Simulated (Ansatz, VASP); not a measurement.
Pb in VASP and in Ansatz

File INCAR:

```
SYSTEM = Pb
ALGO = Fast
EDIFF = 1E-7
ENCUT = 520
GGA = PE
ISIF = 2
ISMEAR = -1
LASPH = .True.
LCHARG = .False.
LREAL = .False.
LWAVE = .False.
NBANDS = 13
NELM = 60
PREC = Accurate
SIGMA = 0.05
```

File KPOINTS:

```
k-points
0
Gamma
  9 9 9
  0 0 0
```

The input POSCAR:

```
Pb
1.0
    0.0197128171      2.5111737606      2.5009179136
    2.5519452326     -0.0068788791      2.5275096098
    2.5299906846      2.5158109087      0.0150756689
Pb
1
Direct
    0.0000000000      0.0000000000      0.0000000000
```

The input input.yaml:

```yaml
crystal:
  lattice:
    - [0.0197128171, 2.5111737606, 2.5009179136]
    - [2.5519452326, -0.0068788791, 2.5275096098]
    - [2.5299906846, 2.5158109087, 0.0150756689]
  atoms:
    - { symbol: Pb, position: [0.0, 0.0, 0.0] }
kpoints:
  mp_grid: { grid: [9, 9, 9] }
scf:
  occupations: { method: fermi_dirac, width: 0.05 }
hamiltonian:
  xc: pbe
  pseudopotentials: { kind: all_electron, lapw: { basis_error: 0.0005 } }
output:
  forces: true
  stress: true
  eigenvalues: true
```

Change from the starting cell: volume scaled by 1.06.

Alike in both runs: task single point; functional PBE; k mesh 9 × 9 × 9; occupations fermi-dirac, width 0.05 eV; no spin polarisation.

|  | VASP | Ansatz |
| --- | --- | --- |
| version | VASP 6.6.1 | Ansatz 0.2.0 |
| potentials or method | VASP PAW PBE potentials, release 64 (Pb_d) | all-electron LAPW, scalar-relativistic |
| plane-wave cutoff (eV) | 520 | see its input |

|  | VASP | Ansatz | Ansatz less VASP |
| --- | --- | --- | --- |
| gap on the k mesh at the Fermi level (eV) | none | none | - |
| pressure (GPa) | -0.1 | -0.1 | +0.09 |
| largest component of the traceless stress (GPa) | 0.48 | 0.48 | -0.002 |

A gap of «none» marks a metal or a gap that the smearing closes. Ansatz ran all-electron here, so the differences hold the error of VASP's frozen core and of both bases.

The runs have no spin-orbit coupling, so splittings on Pb are missing.
